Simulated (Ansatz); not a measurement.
**Checking a converged run of CuO**

CuO is taken as an experimental structure (space group C2/c), 4 atoms in the cell. Source: COD entry 4105682; the sample's temperature and pressure aren't taken into account, and it need not be the stable phase.

These are results of DFT, PBE+U, PAW, plane waves, scalar-relativistic in Ansatz development build ahead of 0.2.0, not measurements.

```yaml
crystal:
  lattice:
    - [2.3245, -1.7191, 0.0]
    - [2.3245, 1.7191, 0.0]
    - [-0.77922, 0.0, 5.12814]
  atoms:
    - { symbol: Cu, position: [0.0, 0.5, 0.0], spin: 1.0 }
    - { symbol: Cu, position: [0.5, 0.0, 0.5] }
    - { symbol: O, position: [0.583, 0.417, 0.25] }
    - { symbol: O, position: [0.417, 0.583, 0.75] }
magnetization:
  spin_polarized: true
hamiltonian:
  xc: pbe
  pseudopotentials: { kind: paw }
  hubbard: { sites: [{ species: Cu, l: d, u_eff: 4.0 }] }
basis:
  ecutwfc: 420
kpoints:
  mp_grid: { grid: [7, 7, 4] }
scf:
  occupations: { method: fermi_dirac, width: 0.1 }
  lower_state_search: "off"
output:
  forces: true
  stress: true
```

It took 16 s on 2 threads of x86-64 server CPU, on a shared host, peak memory 0.58 GiB.

The end of the output:

```
SCF converged after 26 iterations
Magnetization: -0.0000 μB (25.0000 up, 25.0000 down)
Absolute magnetization: 1.4126 μB (∫|ρ↑−ρ↓|, with the PAW one-centre terms)
Spin contamination: 0.7750 ħ² per cell (⟨S²⟩ above its minimum at these occupations)
Per-site moments (μB) at R_I (Å): [(0.5289, 0.8056), (-0.5289, 0.8056), (8.7707e-6, 0.8056), (8.7707e-6, 0.8056)]
Free energy (F): -14380.857509 eV
Harris-Foulkes:  -14380.857509 eV  (|F-HF|=7.75e-9)
Internal energy: -14380.848463 eV  (E = F + TS)
E sigma→0 (E₀):  -14380.852986 eV
Entropy (-TS):   -0.009046 eV (-2.262 meV/atom)
Fermi energy:    11.722131 eV
--- Forces (eV/Å), atoms counted from 1 ---
  atom   1  Cu     0.00000000     0.00000000     0.00000000
  atom   2  Cu     0.00000000     0.00000000     0.00000000
  atom   3  O      0.00000274     0.23147120    -0.00000563
  atom   4  O     -0.00000274    -0.23147120     0.00000563
--- Stress (GPa, compression-positive) ---
        6.611826      -0.000423      -2.028453
       -0.000429       5.912272      -0.000161
       -2.028443      -0.000170       4.195417
  P = ⅓ Tr σ = 5.5732 GPa (55.732 kbar)
```

The mesh is too coarse to rank close states of a metal with certainty: differences of some tens of meV/atom may change, at times in sign.

A small moment in a metal is sensitive to the mesh and the smearing. A static U favours moments and orbital order; the result depends on U and need not be the measured state.

Site moments are taken inside atomic spheres and don't add up to the total.

Eigenvalues of the Hubbard occupation matrices: Cu1 up 0.98 0.98 0.99 1.00 1.00, down 0.47 0.98 1.00 1.00 1.00; Cu2 up 0.47 0.98 1.00 1.00 1.00, down 0.98 0.98 0.99 1.00 1.00.

Task: Would you trust this as the ground state? If a lower solution is known, describe it.

Result: None of the other runs went lower. It is the lowest of 3 states reached by 14 converged runs, and the next lies 33.0 meV/atom higher (ferromagnetic, site moments Cu1 0.57, Cu2 0.57, O3 0.29, O4 0.29 μB, total 1.78 μB per cell, no gap on the k-mesh). That doesn't prove a ground state. Only collinear orders within this cell were tried; the true ground state may need a larger cell.
